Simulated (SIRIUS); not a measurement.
Set up this calculation in SIRIUS 7.12.0, as the native input.

```
Task                                        : single point
Functional                                  : PBEsol
Potentials or basis                         : all-electron FP-LAPW
Cutoff                                      : 186 eV
Basis                                       : apw+lo standard
k mesh                                      : 11 × 11 × 6
Occupations                                 : fermi-dirac, width 0.05 eV
Spin                                        : no spin polarisation
Muffin tin radii                            : Ru 2.38 bohr
Basis cutoff (gk_cutoff)                    : 3.7 1/bohr
Cutoff of density and potential (pw_cutoff) : 20 1/bohr
lmax of the basis                           : 10
lmax of density and potential               : 8
Valence relativity                          : iora
Core states                                 : Ru 1s2s2p3s3p3d
Local orbitals (radial functions)           : Ru 13
Reference energy of the basis               : 0.46 Ha
Smallest sphere radius times basis cutoff   : 8.81
Start of the SCF                            : LDA density
```

Crystal: Ru.

```
CELL_PARAMETERS angstrom
2.70580 0.00000 0.00000
-1.35290 2.34329 0.00000
0.00000 0.00000 4.28190
ATOMIC_POSITIONS crystal
Ru 0.67236 0.34385 0.74518
Ru 0.32157 0.68043 0.24367
```

The cell isn't the ideal one: atoms moved at random.

These files were run (other wordings do the same):

sirius.json

```json
{
  "control": {
    "processing_unit": "cpu",
    "std_evp_solver_name": "lapack",
    "gen_evp_solver_name": "lapack",
    "verbosity": 2,
    "print_forces": true,
    "ortho_rf": true,
    "use_second_variation": true,
    "rmt_max": 3.0,
    "num_bands_to_print": 24,
    "save_wf": true
  },
  "parameters": {
    "electronic_structure_method": "full_potential_lapwlo",
    "xc_functionals": ["XC_GGA_X_PBE_SOL", "XC_GGA_C_PBE_SOL"],
    "core_relativity": "dirac",
    "valence_relativity": "iora",
    "num_fv_states": 27,
    "smearing": "fermi_dirac",
    "smearing_width": 0.0018374661,
    "pw_cutoff": 20,
    "gk_cutoff": 3.7,
    "lmax_apw": 10,
    "lmax_rho": 8,
    "lmax_pot": 8,
    "num_mag_dims": 0,
    "auto_rmt": 0,
    "ngridk": [11, 11, 6],
    "shiftk": [0, 0, 0],
    "num_dft_iter": 80,
    "energy_tol": 1e-07,
    "density_tol": 1e-05,
    "use_symmetry": true
  },
  "settings": {"tol_ne": 1e-10},
  "iterative_solver": {"type": "exact"},
  "mixer": {"type": "anderson", "beta": 0.5, "max_history": 8},
  "unit_cell": {
    "lattice_vectors": [[5.113220948, 0.0, 0.0], [-2.556610474, 4.4281792362, 0.0], [0.0, 0.0, 8.091618293]],
    "atom_types": ["Ru"],
    "atom_files": {"Ru": "Ru.json"},
    "atoms": {"Ru": [[0.672362, 0.343846, 0.745184], [0.321574, 0.680431, 0.243667]]}
  }
}
```

Ru.json

```json
{
  "name": "ruthenium",
  "symbol": "Ru",
  "number": 44,
  "mass": 101.07,
  "rmin": 1e-06,
  "rmt": 2.38,
  "nrmt": 800,
  "rinf": 16.17,
  "core": "1s2s2p3s3p3d",
  "valence": [
    {"basis": [{"enu": 0.26, "dme": 0, "n": 0, "auto": 0}, {"enu": 0.26, "dme": 1, "n": 0, "auto": 0}]},
    {"l": 0, "n": 1, "basis": [{"enu": 0.36, "dme": 0, "n": 0, "auto": 0}]},
    {"l": 1, "n": 2, "basis": [{"enu": 0.36, "dme": 0, "n": 0, "auto": 0}]},
    {"l": 2, "n": 3, "basis": [{"enu": 0.36, "dme": 0, "n": 0, "auto": 0}]},
    {"l": 3, "n": 4, "basis": [{"enu": 0.36, "dme": 0, "n": 0, "auto": 0}]}
  ],
  "lo": [
    {"l": 0, "basis": [{"enu": 0.36, "dme": 0, "n": 0, "auto": 0}, {"enu": 0.36, "dme": 1, "n": 0, "auto": 0}]},
    {
      "l": 0,
      "basis": [{"enu": -2.2755, "dme": 0, "n": 4, "auto": 1}, {"enu": -2.2755, "dme": 1, "n": 4, "auto": 1}]
    },
    {
      "l": 0,
      "basis": [{"enu": -2.2755, "dme": 1, "n": 4, "auto": 1}, {"enu": 0.36, "dme": 0, "n": 0, "auto": 0}]
    },
    {"l": 0, "basis": [{"enu": 0.36, "dme": 0, "n": 0, "auto": 0}, {"enu": 3.1847, "dme": 0, "n": 0, "auto": 0}]},
    {"l": 1, "basis": [{"enu": 0.36, "dme": 0, "n": 0, "auto": 0}, {"enu": 0.36, "dme": 1, "n": 0, "auto": 0}]},
    {
      "l": 1,
      "basis": [{"enu": -1.1822, "dme": 0, "n": 4, "auto": 1}, {"enu": -1.1822, "dme": 1, "n": 4, "auto": 1}]
    },
    {
      "l": 1,
      "basis": [{"enu": -1.1822, "dme": 1, "n": 4, "auto": 1}, {"enu": 0.36, "dme": 0, "n": 0, "auto": 0}]
    },
    {"l": 1, "basis": [{"enu": 0.36, "dme": 0, "n": 0, "auto": 0}, {"enu": 3.6084, "dme": 0, "n": 0, "auto": 0}]},
    {"l": 2, "basis": [{"enu": 0.36, "dme": 0, "n": 0, "auto": 0}, {"enu": 0.36, "dme": 1, "n": 0, "auto": 0}]},
    {"l": 2, "basis": [{"enu": 0.36, "dme": 1, "n": 0, "auto": 0}, {"enu": 0.36, "dme": 2, "n": 0, "auto": 0}]},
    {"l": 2, "basis": [{"enu": 0.36, "dme": 0, "n": 0, "auto": 0}, {"enu": 3.114, "dme": 0, "n": 0, "auto": 0}]},
    {"l": 3, "basis": [{"enu": 0.36, "dme": 0, "n": 0, "auto": 0}, {"enu": 0.36, "dme": 1, "n": 0, "auto": 0}]},
    {"l": 3, "basis": [{"enu": 0.36, "dme": 0, "n": 0, "auto": 0}, {"enu": 3.4318, "dme": 0, "n": 0, "auto": 0}]}
  ],
  "free_atom": [... radial grid and density of the free atom, the start of the SCF ...]
}
```

sirius_start.json

```json
{
  "control": {
    "processing_unit": "cpu",
    "std_evp_solver_name": "lapack",
    "gen_evp_solver_name": "lapack",
    "verbosity": 1,
    "print_forces": false,
    "ortho_rf": true,
    "use_second_variation": true,
    "rmt_max": 3.0,
    "num_bands_to_print": 24,
    "save_wf": false
  },
  "parameters": {
    "electronic_structure_method": "full_potential_lapwlo",
    "xc_functionals": ["XC_LDA_X", "XC_LDA_C_PW"],
    "core_relativity": "dirac",
    "valence_relativity": "iora",
    "num_fv_states": 27,
    "smearing": "fermi_dirac",
    "smearing_width": 0.0055123983,
    "pw_cutoff": 20,
    "gk_cutoff": 2.96,
    "lmax_apw": 10,
    "lmax_rho": 8,
    "lmax_pot": 8,
    "num_mag_dims": 0,
    "auto_rmt": 0,
    "ngridk": [4, 4, 2],
    "shiftk": [0, 0, 0],
    "num_dft_iter": 30,
    "energy_tol": 0.01,
    "density_tol": 0.05,
    "use_symmetry": true
  },
  "settings": {"tol_ne": 1e-10},
  "iterative_solver": {"type": "exact"},
  "mixer": {"type": "anderson", "beta": 0.5, "max_history": 8},
  "unit_cell": {
    "lattice_vectors": [[5.113220948, 0.0, 0.0], [-2.556610474, 4.4281792362, 0.0], [0.0, 0.0, 8.091618293]],
    "atom_types": ["Ru"],
    "atom_files": {"Ru": "Ru.json"},
    "atoms": {"Ru": [[0.672362, 0.343846, 0.745184], [0.321574, 0.680431, 0.243667]]}
  }
}
```

Potentials or basis: all-electron FP-LAPW, apw+lo standard.

Run with:

```bash
$ OMP_NUM_THREADS=1 sirius.scf --input=sirius_start.json --output=start.json
$ OMP_NUM_THREADS=1 sirius.scf --input=sirius.json --output=output.json --task=1
```

It gave:

| Quantity | Value |
| --- | --- |
| Largest force | 0.346 eV/Å |
| Band gap on the k mesh | none (metal or under the smearing width) |
| All electrons inside the program's atomic spheres | Ru 42.36 (radii Ru 2.38 bohr) |

Run time: 2.9 min on 1 thread of Arm Neoverse V2 (shared host), peak memory 1 GiB.
